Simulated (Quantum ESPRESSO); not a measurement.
GaN: band structure with PBE

**Experimental background.**

A printed reference work, textbook reports, for a bulk crystal of GaN at 0 K: band gap 3.299 eV (direct).

Crystal: GaN.

```xyz
2
Lattice="0.0000 2.2535 2.2535 2.2535 0.0000 2.2535 2.2535 2.2535 0.0000" Properties=species:S:1:pos:R:3 pbc="T T T"
Ga    0.0000    0.0000    0.0000
N     1.1268    1.1268    1.1268
```

The cell is a database's computed one.

```
Program             : Quantum ESPRESSO 7.5
Task                : band structure
Functional          : PBE
Potentials or basis : GBRV 1.5 PBE
Cutoff              : 762 eV
Density cutoff      : 6095 eV
k mesh              : 10 × 10 × 10
Occupations         : fermi-dirac, width 0.05 eV
Spin                : no spin polarisation
Mixing beta         : 0.5
Most SCF iterations : 120
SCF threshold       : 4e-10 Ry
```

```yaml
Pressure: 5.3 GPa
Band_gap_on_the_k_mesh: 1.74 eV, direct
Band_gap_along_the_path: 1.74 eV, direct
```

Levels at the corners of the path, in eV from the valence-band top:
| point | band 9 | band 10 | band 11 | band 12 | band 13 | band 14 | band 15 | band 16 |
| --- | --- | --- | --- | --- | --- | --- | --- | --- |
| Γ | -13.09 | 0.00 | 0.00 | 0.00 | 1.74 | 10.32 | 10.32 | 10.32 |
| X | -11.43 | -6.13 | -2.70 | -2.70 | 3.36 | 6.66 | 11.70 | 13.98 |
| W | -11.14 | -5.70 | -3.69 | -3.64 | 6.22 | 8.38 | 10.29 | 11.11 |
| K | -11.26 | -5.87 | -4.25 | -2.17 | 5.00 | 7.86 | 11.07 | 12.85 |
| Γ | -13.09 | 0.00 | 0.00 | 0.00 | 1.74 | 10.32 | 10.32 | 10.32 |
| L | -11.85 | -7.04 | -0.97 | -0.97 | 4.65 | 8.73 | 10.37 | 10.37 |
| U | -11.26 | -5.87 | -4.25 | -2.17 | 5.00 | 7.86 | 11.07 | 12.85 |
| W | -11.14 | -5.70 | -3.69 | -3.64 | 6.22 | 8.38 | 10.29 | 11.11 |
| L | -11.85 | -7.04 | -0.97 | -0.97 | 4.65 | 8.73 | 10.37 | 10.37 |
| K | -11.26 | -5.87 | -4.25 | -2.17 | 5.00 | 7.86 | 11.07 | 12.85 |
| U | -11.26 | -5.87 | -4.25 | -2.17 | 5.00 | 7.86 | 11.07 | 12.85 |
| X | -11.43 | -6.13 | -2.70 | -2.70 | 3.36 | 6.66 | 11.70 | 13.98 |

Run time: 42 s on 1 thread of Arm Neoverse V1, on a shared host, peak memory 0.14 GiB.

Measured gap of GaN: 3.299 eV (direct; 0 K; a printed reference work, textbook). This calculation gives 1.74 eV (-1.56 eV). Spin-orbit coupling on Ga is left out. The value is that of PBE, without temperature or zero-point motion. Semilocal functionals fall short of measured gaps as a rule. The cell is a database's relaxed one, not the measured one, which moves gaps too.
